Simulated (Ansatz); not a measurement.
**AlNi under changes of volume**

One of the cells (11.736 Å³/atom); the others are scaled copies at fixed shape and fractional positions:

```
Ni Al
1.0
     1.93869   -1.95319    0.00000
     1.93869    1.95319    0.00000
     0.00000    0.00000    3.09943
Ni Al
1 1
Direct
  0.50000 0.50000 0.50000
  0.00000 0.00000 0.00000
```

The cell comes from a database or a generator and needn't be the stable form of this composition.

```yaml
Program: Ansatz 0.2.0
Functional: LDA
Potentials_or_basis: Ansatz PAW
Cutoff: "420 eV (not typed: the program's choice for these potentials)"
k_mesh: 10 × 10 × 9
Occupations: fermi-dirac, width 0.05 eV
Spin: collinear spin, ferromagnetic start
Starting_moments: "[1.0, 0.0] μB"
```

| volume (Å³/atom) | energy over the lowest point (meV/atom) | pressure (GPa) |
| --- | --- | --- |
| 11.032 | 7.01 | 6.6 |
| 11.267 | ? | ? |
| 11.502 | 0.00 | -1.5 |
| 11.736 | 4.83 | -5.0 |
| 11.971 | 14.44 | -8.1 |
| 12.206 | 28.33 | -10.8 |
| 12.441 | 46.05 | -13.3 |

What does the run at 11.267 Å³/atom give?

Energy over the lowest point 0.52 meV/atom; pressure 2.3 GPa.

Worked out: A Birch-Murnaghan fit of order 3 (a polynomial in V^(-2/3)) to the other rows has its minimum at 11.40 Å³/atom with B0 = V·E''(V) = 186 GPa and B' = 4.5 at fixed shape and positions, which overstates the stiffness. It gives 0.51 meV/atom at 11.267 Å³/atom, against the run's 0.52, and -dE/dV = 2.3 GPa, against 2.3.

Energies are extrapolated to zero smearing.

Caveats: the PAW data sets come from PBE, with cores solved anew for the run's functional, which leaves a small shift of forces and pressure; the starting moments weren't kept.
